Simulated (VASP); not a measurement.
Input of a VASP 6.6.1 run:

The input POSCAR:

```
Ge
1.0
    3.9975858431      0.0000000000      0.0000000000
   -1.9987929216      3.4620108940      0.0000000000
    0.0000000000      0.0000000000      6.5993779500
Ge
4
Direct
    0.3333333333      0.6666666667      0.9370987500
    0.6666666667      0.3333333333      0.4370987500
    0.3333333333      0.6666666667      0.5629012500
    0.6666666667      0.3333333333      0.0629012500
```

The input INCAR.step1:

```
ALGO = Normal
EDIFF = 1E-8
EDIFFG = -0.002
ENCUT = 600
IBRION = 2
ISIF = 3
ISMEAR = 0
KPAR = 4
LASPH = True
LCHARG = False
LREAL = False
LWAVE = False
NELM = 60
NSW = 40
PREC = Accurate
SIGMA = 0.02
```

File INCAR.step2:

```
ALGO = Normal
EDIFF = 1E-8
ENCUT = 600
IBRION = 8
ISIF = 2
ISMEAR = 0
KPAR = 4
LASPH = True
LCHARG = False
LEPSILON = True
LREAL = False
LWAVE = False
NELM = 60
NSW = 1
PREC = Accurate
SIGMA = 0.02
```

The input KPOINTS:

```
k-points
0
Gamma
  8 8 4
```

Potentials or basis: VASP PAW LDA potentials, release 64 (Ge_d).

Launch:

```sh
$ cat potpaw_LDA.64/Ge_d/POTCAR > POTCAR
$ cp INCAR.step1 INCAR
$ mpirun -np 4 vasp_std > vasp.out
$ cp CONTCAR POSCAR
$ cp INCAR.step2 INCAR
$ mpirun -np 4 vasp_std > vasp.out
```

(1) Estimate the electronic dielectric tensor (diagonal).

(2) Estimate the Born charges (mean of the diagonal).

(3) Estimate the relaxed cell.

(4) Predict the relaxed volume.

(5) Estimate the highest phonon frequency at Γ.

Results:

(1) 746.74, 746.74, 232.13.

(2) Ge +0.00 e.

(3) a = 3.965 Å, b = 3.965 Å, c = 6.526 Å, α = 90.00°, β = 90.00°, γ = 120.00°.

(4) 22.21 Å³/atom.

(5) 294 cm⁻¹.
